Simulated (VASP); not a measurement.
# SiC in VASP: one cell, several levels of theory

SiC (zincblende), strained and with displaced atoms is computed at one geometry. Runs: PBE, r2SCAN. The results are then set beside those of Ansatz 0.2.0 for the same cell.

Code: VASP 6.6.1. PAW datasets, plane waves. Computed at 0 K without zero-point motion; spin polarisation is off.

**1. The cell**

It is triclinic, P1 (No. 1); conventional cell a = 3.044 Å, b = 3.047 Å, c = 3.047 Å, α = 91.1°, β = 117.8°, γ = 118.9°, 10.39 Å³ an atom. Near Si stand 4 C at 1.77–2.01 Å; near C stand 4 Si at 1.77–2.01 Å.

The structure in full:

```
CELL_PARAMETERS angstrom
-0.03420 2.22000 2.15600
2.13380 -0.05310 2.17480
2.09940 2.20450 -0.01870
ATOMIC_POSITIONS crystal
Si 0.01380 0.00940 0.99570
C 0.27420 0.22320 0.23280
```

**2. PBE at this geometry**

Contents of INCAR:

```
ENCUT = 520.000000
SIGMA = 0.020000
EDIFF = 1.00e-07
GGA = PE
PREC = Accurate
IBRION = -1
ISIF = 2
ISMEAR = -1
NBANDS = 11
NELM = 120
NSW = 0
LASPH = .TRUE.
LCHARG = .FALSE.
LWAVE = .FALSE.
LREAL = .FALSE.
```

Contents of KPOINTS:

```
KPOINTS created by Atomic Simulation Environment
0
Gamma
8 8 8
0 0 0
```

Contents of POSCAR:

```
Si C
 1.0000000000000000
    -0.0342000000000000    2.2200000000000002    2.1560000000000001
     2.1337999999999999   -0.0531000000000000    2.1747999999999998
     2.0994000000000002    2.2044999999999999   -0.0187000000000000
 Si  C
   1   1
Cartesian
  2.1099583400000004  2.2251575099999998  0.0315763300000000
  0.9556268400000001  1.1100796800000001  1.0722372000000000
```

Potentials: the recommended PBE PAW datasets, 8 valence electrons in the neutral cell.

Launch:

```
$ mpirun -np 1 vasp_std
```

**3. Single point with r2SCAN**

INCAR, as its differences from that of step 2:

```diff
@@ -3,3 +3,4 @@
 EDIFF = 1.00e-07
-GGA = PE
+ALGO = Normal
+METAGGA = R2SCAN
 PREC = Accurate
```

KPOINTS is that of step 2.

POSCAR is that of step 2.

What does the calculation give? Wanted: for each run, gap; pressure; largest force; Ansatz: gap; Ansatz: pressure; Ansatz: force.

The runs gave:

```
 level  gap (eV)  pressure (GPa)  largest force (eV/Å)  Ansatz: gap (eV)  Ansatz: pressure (GPa)  Ansatz: force (eV/Å)
   PBE     0.82*            5.50                 2.686              0.82                    5.57                 2.687
r2SCAN     1.16*            1.88                 2.712              1.15                    2.10                 2.722
```

A star marks a gap among the mesh's points alone.

The gap spans 0.82 eV (PBE) to 1.16 eV (r2SCAN). The pressure is highest with PBE (5.5 GPa) and lowest with r2SCAN (1.9 GPa), which orders the cells that they would relax to. Forces up to 2.71 eV/Å (r2SCAN) show atoms off their equilibrium places at that level; the least is 2.686 eV/Å (PBE). Each program uses its own PAW datasets and cutoff.
